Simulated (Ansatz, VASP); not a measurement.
One calculation of Ti4H, two programs

```
Ti H
1.0
     3.25534    0.00000    0.00000
     0.00000    3.25534    0.00000
     0.00000    0.00000   20.17937
Ti H
4 1
Direct
  0.50000 0.50000 0.19822
  0.00000 0.00000 0.27888
  0.50000 0.50000 0.35519
  0.00000 0.00000 0.43011
  0.25000 0.50000 0.44491
```

Alike in both runs: functional PBE; k mesh 8 × 8 × 1; occupations gaussian, width 0.1 eV; no spin polarisation.

Ansatz relaxed the structure, and its values are those at the end. VASP's run is a single point on that final structure, the one shown.

```csv
,VASP,Ansatz
version,VASP 6.6.1,Ansatz 0.2.0
potentials or method,"VASP PAW PBE potentials, release 64 (Ti_sv, H)","scalar-relativistic, plane waves, PAW"
plane-wave cutoff (eV),520,420
valence electrons in the cell,49,49
```

VASP gave:

| Item | Value |
| --- | --- |
| gap on the k mesh at the Fermi level (eV) | none |
| rms of the force components (eV/Å) | 0.335 |
| work function, face that differs most (eV) | 3.23 |

Which values does Ansatz return?

gap on the k mesh at the Fermi level (eV): none; rms of the force components (eV/Å): 0.334; work function, face that differs most (eV): 3.23.

A gap of «none» marks a metal or a gap that the smearing closes. Ansatz warned: «vacuum_below_fermi».
